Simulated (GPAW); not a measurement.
Runs of GPAW 26.7.0 on TiSe. The structure is tetragonal, space group P4/nmm (No. 129). The conventional cell has a = 4.178 Å, b = 4.178 Å, c = 5.984 Å, α = 90.00°, β = 90.00°, γ = 90.00°. Se (site symmetry 4mm) has 4 Ti at 2.53 Å as nearest neighbours. Around Ti (site symmetry -4m2) lie 4 Se at 2.53 Å. The cell comes from a database or a generator and needn't be the stable form of this composition.

```tsv
level	U	pressure (GPa)	largest force (eV/Å)
PBEsol+U	Ti d U = 4 eV	-0.5	0.31
PBEsol+U	Ti d U = 1 eV	-2.4	(a)
PBEsol+U	Ti d U = 6 eV	5.0	1.22
PBEsol+U	Ti d U = 3 eV	-1.3	0.09
PBEsol	-	-2.9	(b)
PBEsol+U	Ti d U = 2 eV	-1.9	0.07
PBEsol+U	Ti d U = 8 eV	13.8	2.19
```

Alike in all rows: task band structure; potentials or basis PAW data sets generated in the run's folder for this functional, pw; no spin polarisation; cell as given; k mesh 6 × 6 × 4; cutoff (eV) 600; smearing fermi-dirac 0.05 eV.

Problem. Fill in the values left out.

Solution. (a) 0.16; (b) 0.26.

Caveats: this functional lacks dispersion, which binds the layers, so the pressure and a relaxed spacing across them are unreliable; U without spin polarisation on a metal has little footing (some runs); forces of over 1 eV/Å show positions far from the minimum, so gaps and moduli don't describe the material at rest (some runs).
